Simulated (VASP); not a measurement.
A run of VASP 6.6.1 is set up as follows.

File INCAR:

```
PREC = Accurate
ENCUT = 520
EDIFF = 1E-7
ISMEAR = -1
SIGMA = 0.05
LREAL = False
LASPH = True
NELM = 100
ALGO = Normal
ISIF = 2
LWAVE = False
LCHARG = False
GGA = PE
```

Contents of KPOINTS:

```
regular mesh
0
Gamma
  5 5 5
```

Contents of POSCAR:

```
Ge
1.0
    0.0000000000      2.8857400000      5.1156650000
    2.6304970000      0.0000000000      5.1156650000
    2.6304970000      2.8857400000      0.0000000000
Ge
4
Direct
    0.7264900000      0.2735100000      0.7264900000
    0.2735100000      0.7264900000      0.2735100000
    0.2181330000      0.2181330000      0.7818670000
    0.7818670000      0.7818670000      0.2181330000
```

Contents of KPOINTS_OPT:

```
path GYCDXGZD1HC,C1Z,XH1,HY,LG
10
line-mode
reciprocal
 0.0000000000  0.0000000000  0.0000000000  G
 0.5000000000  0.0000000000  0.5000000000  Y

 0.5000000000  0.0000000000  0.5000000000  Y
 0.5000000000  0.1083705569  0.6083705569  C

 0.5000000000  0.1083705569  0.6083705569  C
 0.0286819066  0.5000000000  0.5286819066  D

 0.0286819066  0.5000000000  0.5286819066  D
 0.0000000000  0.5000000000  0.5000000000  X

 0.0000000000  0.5000000000  0.5000000000  X
 0.0000000000  0.0000000000  0.0000000000  G

 0.0000000000  0.0000000000  0.0000000000  G
 0.5000000000  0.5000000000  0.0000000000  Z

 0.5000000000  0.5000000000  0.0000000000  Z
 0.9713180934  0.5000000000  0.4713180934  D1

 0.9713180934  0.5000000000  0.4713180934  D1
 0.9098640972  0.4098640972  0.5000000000  H

 0.9098640972  0.4098640972  0.5000000000  H
 0.5000000000  0.1083705569  0.6083705569  C

 0.5000000000  0.8916294431  0.3916294431  C1
 0.5000000000  0.5000000000  0.0000000000  Z

 0.0000000000  0.5000000000  0.5000000000  X
 0.0901359028  0.5901359028  0.5000000000  H1

 0.9098640972  0.4098640972  0.5000000000  H
 0.5000000000  0.0000000000  0.5000000000  Y

 0.5000000000  0.5000000000  0.5000000000  L
 0.0000000000  0.0000000000  0.0000000000  G
```

Potentials or basis: VASP PAW PBE potentials, release 64 (Ge_d).

Command:

```sh
$ cat potpaw_PBE.64/Ge_d/POTCAR > POTCAR
$ mpirun -np 1 vasp_std > vasp.out
```

Task: Estimate the pressure.

Result: -0.2 GPa.

Task: What does it give for the band gap along the path?

Result: None (metal or under the smearing width).

Forces on the atoms (eV/Å):
```
Ge   0.000 -0.039  0.000
Ge   0.000  0.039  0.000
Ge   0.000  0.000 -0.079
Ge   0.000  0.000  0.079
```
